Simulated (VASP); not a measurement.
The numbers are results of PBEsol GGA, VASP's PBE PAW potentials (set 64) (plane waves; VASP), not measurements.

A VASP calculation is set up with these files.

KPOINTS:
```
Automatic mesh
0
Gamma
4 4 4
0 0 0
```

INCAR:
```
! general
SYSTEM  = ZrO2
PREC    = Accurate
ENCUT   = 520
LREAL   = .FALSE.
LASPH   = .TRUE.

! electronic loop
EDIFF   = 1E-6
NELM    = 100
ALGO    = Normal
LMAXMIX = 4

! smearing
ISMEAR  = 0
SIGMA   = 0.05

! functional
GGA     = PS

! ions
IBRION  = 2
NSW     = 60
ISIF    = 3
EDIFFG  = -0.02

! output
LWAVE   = .FALSE.
LCHARG  = .FALSE.
```

**POSCAR**
```
ZrO2
1
    0.0000000000     5.1341534673     0.0198613221
    5.2109947937     0.0000000000     0.0000000000
    0.0000000000    -0.8703975903    -5.2359988986
Zr O
4 8
Direct
  0.7230573153   0.9568514363   0.7900389867
  0.2769426847   0.4568514363   0.7099610133
  0.2769426847   0.0431485637   0.2099610133
  0.7230573153   0.5431485637   0.2900389867
  0.9317644680   0.6669760771   0.6555192528
  0.0682355320   0.1669760771   0.8444807472
  0.0682355320   0.3330239229   0.3444807472
  0.9317644680   0.8330239229   0.1555192528
  0.5509013317   0.2427904774   0.5207449269
  0.4490986683   0.7427904774   0.9792550731
  0.4490986683   0.7572095226   0.4792550731
  0.5509013317   0.2572095226   0.0207449269
```

POTCAR, in this order: Zr_sv O (PBE.64 set). Program: vasp_std.

Output of the run:

**OSZICAR**
```
       N       E                     dE             d eps       ncg     rms          rms(c)
DAV:   1     0.964849951334E+03    0.96485E+03   -0.54249E+04  3420   0.172E+03
DAV:   2    -0.569959025919E+02   -0.10218E+04   -0.99114E+03  4210   0.479E+02
DAV:   3    -0.136181018495E+03   -0.79185E+02   -0.78796E+02  4511   0.127E+02
DAV:   4    -0.141863328122E+03   -0.56823E+01   -0.56780E+01  5432   0.276E+01
DAV:   5    -0.142126547317E+03   -0.26322E+00   -0.26320E+00  4464   0.448E+00    0.554E+01
DAV:   6    -0.120306904522E+03    0.21820E+02   -0.12184E+02  4302   0.503E+01    0.248E+01
DAV:   7    -0.120332283424E+03   -0.25379E-01   -0.91860E+00  4720   0.126E+01    0.133E+01
DAV:   8    -0.120263575353E+03    0.68708E-01   -0.76264E-01  4274   0.438E+00    0.119E+00
DAV:   9    -0.120261991409E+03    0.15839E-02   -0.13847E-01  4200   0.147E+00    0.708E-01
DAV:  10    -0.120262122661E+03   -0.13125E-03   -0.26380E-02  4195   0.884E-01    0.278E-01
DAV:  11    -0.120262511904E+03   -0.38924E-03   -0.22499E-03  4216   0.250E-01    0.577E-02
DAV:  12    -0.120262526774E+03   -0.14870E-04   -0.40285E-04  4293   0.907E-02    0.500E-02
DAV:  13    -0.120262517911E+03    0.88631E-05   -0.17692E-04  4128   0.654E-02    0.204E-02
DAV:  14    -0.120262517327E+03    0.58408E-06   -0.21782E-05  4167   0.253E-02    0.695E-03
DAV:  15    -0.120262518027E+03   -0.70045E-06   -0.16272E-06  2552   0.678E-03
   1 F= -.12026252E+03 E0= -.12026252E+03  d E =-.120263E+03
       N       E                     dE             d eps       ncg     rms          rms(c)
DAV:   1    -0.120262769277E+03   -0.25195E-03   -0.90813E-02  3477   0.175E+00    0.140E-01
DAV:   2    -0.120262784824E+03   -0.15547E-04   -0.25398E-03  4165   0.277E-01    0.699E-02
DAV:   3    -0.120262718864E+03    0.65961E-04   -0.21309E-04  4696   0.865E-02    0.298E-02
DAV:   4    -0.120262709626E+03    0.92376E-05   -0.42140E-05  4960   0.343E-02    0.184E-02
DAV:   5    -0.120262711182E+03   -0.15560E-05   -0.98790E-06  4086   0.152E-02    0.978E-03
DAV:   6    -0.120262712461E+03   -0.12785E-05   -0.31286E-06  3079   0.960E-03    0.183E-03
DAV:   7    -0.120262712491E+03   -0.30765E-07   -0.40725E-07  2233   0.402E-03
   2 F= -.12026271E+03 E0= -.12026271E+03  d E =-.194464E-03
       N       E                     dE             d eps       ncg     rms          rms(c)
DAV:   1    -0.120262717915E+03   -0.54547E-05   -0.14973E-03  3479   0.225E-01    0.179E-02
DAV:   2    -0.120262718320E+03   -0.40483E-06   -0.41647E-05  4205   0.354E-02    0.892E-03
DAV:   3    -0.120262717369E+03    0.95081E-06   -0.26872E-06  2800   0.106E-02
   3 F= -.12026272E+03 E0= -.12026272E+03  d E =-.199342E-03
       N       E                     dE             d eps       ncg     rms          rms(c)
DAV:   1    -0.120262729708E+03   -0.11388E-04   -0.55118E-02  3432   0.134E+00    0.576E-02
DAV:   2    -0.120262816743E+03   -0.87036E-04   -0.11788E-03  4201   0.190E-01    0.332E-02
DAV:   3    -0.120262812610E+03    0.41332E-05   -0.38203E-05  5303   0.305E-02    0.170E-02
DAV:   4    -0.120262811304E+03    0.13062E-05   -0.88705E-06  3679   0.157E-02    0.471E-03
DAV:   5    -0.120262811433E+03   -0.12895E-06   -0.22595E-06  2855   0.840E-03
   4 F= -.12026281E+03 E0= -.12026281E+03  d E =-.940635E-04
```

**OUTCAR**
```
------------------------ aborting loop because EDIFF is reached ----------------------------------------
  FORCE on cell =-STRESS in cart. coord.  units (eV):
  Direction    XX          YY          ZZ          XY          YZ          ZX
  --------------------------------------------------------------------------------------
  Total        0.0300454      0.0235382      0.0218686      0.0000000      0.0256222      0.0000000
  in kB        0.3440022      0.2694983      0.2503821      0.0000000      0.2933594      0.0000000
  external PRESSURE =       0.2879609 kB  Pullay stress =       0.0000000 kB
  volume of cell :      139.94
      direct lattice vectors                 reciprocal lattice vectors
     0.000000000  5.134927917  0.018491781     0.000000000  0.194861205 -0.032351889
     5.208820347  0.000000000  0.000000000     0.191982048  0.000000000  0.000000000
     0.000000000 -0.869136259 -5.234962940     0.000000000  0.000688320 -0.191137598
 POSITION                                       TOTAL-FORCE (eV/Angst)
 -----------------------------------------------------------------------------------
      4.98386      3.02500     -4.12477         0.003766     -0.000945      0.001290
      2.37945      0.80622     -3.70918         0.003766      0.000945     -0.001290
      0.22496      1.24079     -1.09170        -0.003766      0.000945     -0.001290
      2.82937      3.45957     -1.50729        -0.003766     -0.000945      0.001290
      3.47408      4.21397     -3.41572        -0.008325     -0.001876     -0.007845
      0.86967     -0.38275     -4.41823        -0.008325      0.001876      0.007845
      1.73474      0.05182     -1.80075         0.008325      0.001876      0.007845
      4.33915      4.64854     -0.79824         0.008325     -0.001876     -0.007845
      1.26426      2.37654     -2.71641        -0.003758      0.003572      0.002017
      3.86867      1.45469     -5.11755        -0.003758     -0.003572     -0.002017
      3.94456      1.88925     -2.50007         0.003758     -0.003572     -0.002017
      1.34015      2.81111     -0.09892         0.003758      0.003572      0.002017
 -----------------------------------------------------------------------------------
    total drift:                                0.000000     -0.000000     -0.000000
  FREE ENERGIE OF THE ION-ELECTRON SYSTEM (eV)
  ---------------------------------------------------
  free  energy   TOTEN  =      -120.2628114328 eV

  energy  without entropy=     -120.2628114328  energy(sigma->0) =     -120.26281143

 reached required accuracy - stopping structural energy minimisation
```
(Selected blocks of OUTCAR.)

File CONTCAR:
```
ZrO2
   1.00000000000000
     0.0000000000000000    5.1349279171538500    0.0184917812032895
     5.2088203465195706    0.0000000000000000    0.0000000000000000
     0.0000000000000000   -0.8691362589161838   -5.2349629395903818
  Zr              O
     4     8
Direct
     0.7229003698841741    0.9568120357274227    0.7904816995162769
     0.2770996301158260    0.4568120357274227    0.7095183004837231
     0.2770996301158260    0.0431879642725773    0.2095183004837231
     0.7229003698841741    0.5431879642725773    0.2904816995162769
     0.9316447611787773    0.6669604398694631    0.6557739703572634
     0.0683552388212228    0.1669604398694631    0.8442260296427366
     0.0683552388212228    0.3330395601305369    0.3442260296427367
     0.9316447611787773    0.8330395601305369    0.1557739703572633
     0.5509757930987199    0.2427156287847263    0.5208430107873712
     0.4490242069012801    0.7427156287847264    0.9791569892126288
     0.4490242069012801    0.7572843712152736    0.4791569892126289
     0.5509757930987199    0.2572843712152737    0.0208430107873711
```

File OUTCAR:
```
 val. band max:        5.8197049508   @ k =   0.0000   0.0000   0.0000

 cond. band min:       9.3992470103   @ k =   0.5000   0.0000   0.0000


 Fermi energy:         6.0715429280

 k-point     1 :       0.0000    0.0000    0.0000
  band No.  band energies     occupation
      1     -41.5409      2.00000
      2     -41.4737      2.00000
      3     -41.4663      2.00000
      4     -41.4647      2.00000
      5     -20.2715      2.00000
      6     -20.2099      2.00000
      7     -20.2081      2.00000
      8     -19.8473      2.00000
      9     -19.7493      2.00000
     10     -19.6980      2.00000
     11     -19.6309      2.00000
     12     -19.5975      2.00000
     13     -19.5577      2.00000
     14     -19.5265      2.00000
     15     -19.4792      2.00000
     16     -19.3984      2.00000
     17     -11.7501      2.00000
     18     -10.7393      2.00000
     19     -10.5714      2.00000
     20     -10.4812      2.00000
     21      -9.9189      2.00000
     22      -9.8037      2.00000
     23      -9.5977      2.00000
     24      -9.4747      2.00000
     25       0.6861      2.00000
     26       0.7028      2.00000
     27       1.1966      2.00000
     28       1.3260      2.00000
     29       1.3425      2.00000
     30       1.7002      2.00000
     31       2.5462      2.00000
     32       2.7102      2.00000
     33       2.9766      2.00000
     34       3.1443      2.00000
     35       3.2567      2.00000
     36       3.2960      2.00000
     37       3.9144      2.00000
     38       3.9711      2.00000
     39       3.9891      2.00000
     40       4.0244      2.00000
     41       4.1957      2.00000
     42       4.6405      2.00000
     43       4.6851      2.00000
     44       4.9749      2.00000
     45       5.1842      2.00000
     46       5.2850      2.00000
     47       5.6283      2.00000
     48       5.8197      2.00000
     49       9.8057      0.00000
     50      10.1653      0.00000
     51      10.4698      0.00000
...
```

The compound is ZrO2 in the monoclinic structure. This run relaxes it. Symmetry was kept, so distortions that lower it aren't found. The start is the result of an earlier pass.
